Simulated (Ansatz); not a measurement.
# SiO2 (I4_122) in Ansatz: a series of runs, part 2 of 2

Ansatz 0.2.0. Earlier steps stand in the parts before.

## Step 4: Band structure, PBEsol

Contents of input.yaml:

```yaml
crystal:
  lattice:
    - [-2.837898, 2.837898, 5.66021]
    - [2.837898, -2.837898, 5.66021]
    - [2.837898, 2.837898, -5.66021]
  atoms:
    - { symbol: Si, position: [0.875, 0.263618, 0.888618] }
    - { symbol: Si, position: [0.013618, 0.625, 0.888618] }
    - { symbol: Si, position: [0.736382, 0.125, 0.111382] }
    - { symbol: Si, position: [0.375, 0.986382, 0.111382] }
    - { symbol: O, position: [0.633727, 0.133727, 0.5] }
    - { symbol: O, position: [0.467877, 0.967877, 0.935754] }
    - { symbol: O, position: [0.032123, 0.532123, 0.064246] }
    - { symbol: O, position: [0.116273, 0.116273, 0.0] }
    - { symbol: O, position: [0.883727, 0.883727, 0.0] }
    - { symbol: O, position: [0.866273, 0.366273, 0.5] }
    - { symbol: O, position: [0.282123, 0.717877, 0.0] }
    - { symbol: O, position: [0.717877, 0.282123, 0.0] }
hamiltonian:
  xc: pbesol
  pseudopotentials: { kind: paw }
kpoints:
  mp_grid: { grid: [7, 7, 7] }
  band_path:
    path:
      - [[0.0, 0.0, 0.0], [0.0, 0.0, 0.5], [-0.1256893498, 0.1256893498, 0.5], [-0.3128446749, 0.3128446749, 0.3128446749], [0.0, 0.0, 0.0], [0.5, 0.5, -0.5], [0.3128446749, 0.6871553251, -0.3128446749], [0.0, 0.5, 0.0], [0.25, 0.25, 0.25], [0.5, 0.5, -0.1256893498], [0.5, 0.5, -0.5]]
      - [[0.0, 0.0, 0.5], [0.25, 0.25, 0.25]]
    npoints: 10
scf:
  occupations: { method: fermi_dirac, width: 0.05 }
  n_extra_bands: 30
output:
  forces: true
  stress: true
  eigenvalues: true
  fatbands: false
```

Started as:

```
ansatz run input.yaml --threads 4 --pin off --max-ram 11264MiB --backend cpu --events-out ev --progress --plain --runs-dir out
```

Wall time 33 s (4 threads of Arm Neoverse V2, shared host); peak memory 0.96 GiB.

Results (log left out):

```yaml
Free_energy: -6984.7884 eV
Pressure: -2.3 GPa
Largest_force: 0.191 eV/Å
Band_gap_on_the_k_mesh: 4.82 eV, direct
Band_gap_along_the_path: 4.82 eV, direct
```

Forces on the atoms (eV/Å):
```
Si  -0.004  0.000  0.000
Si   0.000 -0.004  0.000
Si   0.000  0.004  0.000
Si   0.004  0.000  0.000
O    0.000  0.000  0.016
O    0.135  0.135  0.000
O   -0.135 -0.135  0.000
O    0.000  0.000 -0.016
O    0.000  0.000  0.016
O    0.000  0.000 -0.016
O    0.135 -0.135  0.000
O   -0.135  0.135  0.000
```

Stress tensor (GPa, compression positive):
```
-1.88  0.00  0.00
 0.00 -1.88  0.00
 0.00  0.00 -3.11
```

Levels at the corners of the path, in eV from the valence-band top:
| point | band 28 | band 29 | band 30 | band 31 | band 32 | band 33 | band 34 | band 35 | band 36 | band 37 |
| --- | --- | --- | --- | --- | --- | --- | --- | --- | --- | --- |
| Γ | -1.49 | -0.67 | -0.67 | -0.25 | 0.00 | 4.82 | 7.16 | 7.18 | 8.80 | 8.80 |
| X | -1.15 | -1.14 | -1.10 | -0.45 | -0.08 | 6.73 | 8.23 | 8.73 | 8.74 | 8.79 |
| Y | -1.16 | -1.05 | -0.87 | -0.46 | -0.13 | 6.90 | 7.88 | 7.94 | 8.26 | 8.68 |
| S | -1.14 | -0.64 | -0.54 | -0.51 | -0.31 | 6.66 | 7.18 | 7.34 | 8.00 | 8.62 |
| Γ | -1.49 | -0.67 | -0.67 | -0.25 | 0.00 | 4.82 | 7.16 | 7.18 | 8.80 | 8.80 |
| Z | -1.19 | -0.81 | -0.50 | -0.46 | -0.46 | 6.43 | 6.43 | 7.78 | 7.78 | 8.01 |
| S1 | -1.14 | -0.64 | -0.54 | -0.51 | -0.31 | 6.66 | 7.18 | 7.34 | 8.00 | 8.62 |
| N | -1.15 | -0.67 | -0.52 | -0.46 | -0.29 | 6.47 | 7.07 | 7.55 | 8.61 | 8.62 |
| P | -1.24 | -1.15 | -1.15 | -0.23 | -0.23 | 7.40 | 7.40 | 8.39 | 8.39 | 8.97 |
| Y1 | -1.16 | -1.05 | -0.87 | -0.46 | -0.13 | 6.90 | 7.88 | 7.94 | 8.26 | 8.68 |
| Z | -1.19 | -0.81 | -0.50 | -0.46 | -0.46 | 6.43 | 6.43 | 7.78 | 7.78 | 8.01 |
| X | -1.15 | -1.14 | -1.10 | -0.45 | -0.08 | 6.73 | 8.23 | 8.73 | 8.74 | 8.79 |
| P | -1.24 | -1.15 | -1.15 | -0.23 | -0.23 | 7.40 | 7.40 | 8.39 | 8.39 | 8.97 |

Caveat: the pressure holds a Pulay correction of +0.5 GPa for the finite cutoff; the PAW data sets come from PBE, with cores solved anew for the run's functional, which leaves a small shift of forces and pressure. As with any semilocal functional, this PBEsol gap is likely too small.

## Step 5: Band structure, r2SCAN

Edit input.yaml of step 4 so:

```diff
@@ -19,3 +19,3 @@
 hamiltonian:
-  xc: pbesol
+  xc: r2scan
   pseudopotentials: { kind: paw }
```

Started as:

```
ansatz run input.yaml --threads 4 --pin off --max-ram 11264MiB --backend cpu --events-out ev --progress --plain --runs-dir out
```

Wall time 62 s (4 threads of Arm Neoverse V2, shared host); peak memory 1.5 GiB.

Results (log left out):

```yaml
Free_energy: -7118.4020 eV
Pressure: -4.4 GPa
Largest_force: 0.447 eV/Å
Band_gap_on_the_k_mesh: 5.46 eV, direct
Band_gap_along_the_path: 5.46 eV, direct
```

Forces on the atoms (eV/Å):
```
Si   0.042  0.000  0.000
Si   0.000  0.042  0.000
Si   0.000 -0.042  0.000
Si  -0.042  0.000  0.000
O    0.000  0.000 -0.007
O    0.316  0.316  0.000
O   -0.316 -0.316  0.000
O    0.000  0.000  0.007
O    0.000  0.000 -0.007
O    0.000  0.000  0.007
O    0.316 -0.316  0.000
O   -0.316  0.316  0.000
```

Stress tensor (GPa, compression positive):
```
-4.01  0.00  0.00
 0.00 -4.01  0.00
 0.00  0.00 -5.10
```

Levels at the corners of the path, in eV from the valence-band top:
```
point  band 30  band 31  band 32  band 33  band 34  band 35
    Γ    -0.68    -0.24     0.00     5.46     8.16     8.17
    X    -1.10    -0.45    -0.08     7.64     8.79     9.35
    Y    -0.87    -0.46    -0.13     7.82     8.60     8.64
    S    -0.54    -0.51    -0.31     7.47     7.97     8.00
    Γ    -0.68    -0.24     0.00     5.46     8.16     8.17
    Z    -0.50    -0.46    -0.46     7.12     7.12     8.66
   S1    -0.54    -0.51    -0.31     7.47     7.97     8.00
    N    -0.52    -0.46    -0.29     7.24     7.74     8.53
    P    -1.14    -0.23    -0.23     8.29     8.29     9.01
   Y1    -0.87    -0.46    -0.13     7.82     8.60     8.64
    Z    -0.50    -0.46    -0.46     7.12     7.12     8.66
    X    -1.10    -0.45    -0.08     7.64     8.79     9.35
    P    -1.14    -0.23    -0.23     8.29     8.29     9.01
```

Caveat: the PAW data sets come from PBE, with cores solved anew for the run's functional, which leaves a small shift of forces and pressure.

## Step 6: The runs side by side

| level | cutoff (eV) | gap on the mesh (eV) | pressure (GPa) | largest force (eV/Å) |
| --- | --- | --- | --- | --- |
| PBEsol | 420 | 4.82 | -2.3 | 0.19 |
| LDA | 420 | 4.66 | -5.9 | 0.54 |
| r2SCAN | 500 | 5.46 | -4.4 | 0.45 |

Alike in all rows: task band structure; potentials or basis Ansatz PAW; no spin polarisation; cell as given; k mesh 7 × 7 × 7; smearing fermi-dirac 0.05 eV.

On the cell as given the gap runs from 4.66 eV (LDA) to 5.46 eV (r2SCAN). The pressure there spans -5.9 GPa (LDA) to -2.3 GPa (PBEsol); a positive pressure means that this level wants a larger cell, a negative one a smaller.

Caveats: the PAW data sets come from PBE, with cores solved anew for the run's functional, which leaves a small shift of forces and pressure.

Total energies depend on the potentials used, so only differences within one code and one set of settings carry meaning.
